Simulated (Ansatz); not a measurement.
## Co: converged, but where?

The cell (2 atoms) is Co as a measured crystal structure (space group Fm-3m, primitive cell doubled). Source: COD entry 9008466; the sample's temperature and pressure aren't taken into account, and it need not be the stable phase.

Theory: Ansatz, DFT, PBE, PAW, plane waves, scalar-relativistic.

```yaml
crystal:
  lattice:
    - [0.0, 1.774, 1.774]
    - [1.774, 0.0, 1.774]
    - [3.548, 3.548, 0.0]
  atoms:
    - { symbol: Co, position: [0.0, 0.0, 0.0], spin: 3.0 }
    - { symbol: Co, position: [0.0, 0.0, 0.5], spin: -3.0 }
magnetization:
  spin_polarized: true
hamiltonian:
  xc: pbe
  pseudopotentials: { kind: paw }
basis:
  ecutwfc: 420
kpoints:
  mp_grid: { grid: [13, 13, 7] }
scf:
  occupations: { method: fermi_dirac, width: 0.1 }
  lower_state_search: "off"
output:
  forces: true
  stress: true
```

It took 7.8 s on 2 threads of Arm Neoverse V1, with other jobs on the host, peak memory 0.47 GiB.

The end of the output:

```
SCF converged after 13 iterations
Magnetization: 0.0000 μB (17.0000 up, 17.0000 down)
Absolute magnetization: 2.1163 μB (∫|ρ↑−ρ↓|, with the PAW one-centre terms)
Spin contamination: 0.6785 ħ² per cell (⟨S²⟩ above its minimum at these occupations)
Per-site moments (μB) at R_I (Å): [(1.0347, 1.0348), (-1.0347, 1.0348)]
Free energy (F): -10251.912911 eV
Harris-Foulkes:  -10251.912911 eV  (|F-HF|=1.28e-9)
Internal energy: -10251.760076 eV  (E = F + TS)
E sigma→0 (E₀):  -10251.836494 eV
Entropy (-TS):   -0.152835 eV (-76.418 meV/atom)
Fermi energy:    18.002332 eV
--- Forces (eV/Å), atoms counted from 1 ---
  atom   1  Co    -0.00000000     0.00000000    -0.00000000
  atom   2  Co     0.00000000     0.00000000     0.00000000
--- Stress (GPa, compression-positive) ---
      -10.729329       1.039727      -1.069040
        1.039727     -10.729329      -1.069040
       -1.069048      -1.069048     -10.871823
  P = ⅓ Tr σ = -10.7768 GPa (-107.768 kbar)
```

The mesh has less symmetry than the lattice, which lowers the symmetry of the run.

Site moments are taken inside atomic spheres and don't add up to the total.

**Question.** Would you trust this as the ground state? If a lower solution is known, describe it.

**Answer.** No. A state 196 meV/atom (0.392 eV per cell) lower exists in this cell: ferromagnetic, site moments Co1 1.72, Co2 1.72 μB, total 3.31 μB per cell, no gap on the k-mesh. It was reached from: parallel moments, default search for lower states [Co1 3.00, Co2 3.00 μB]; a moment on one site alone, plain SCF [Co1 3.00 μB]. The wrong state matters: the pressure is -4.6 GPa there against -10.8 GPa here. This multiple of the primitive cell fits some opposed orders; other multiples fit others. Orders that need a larger cell or non-collinear spins weren't tried.
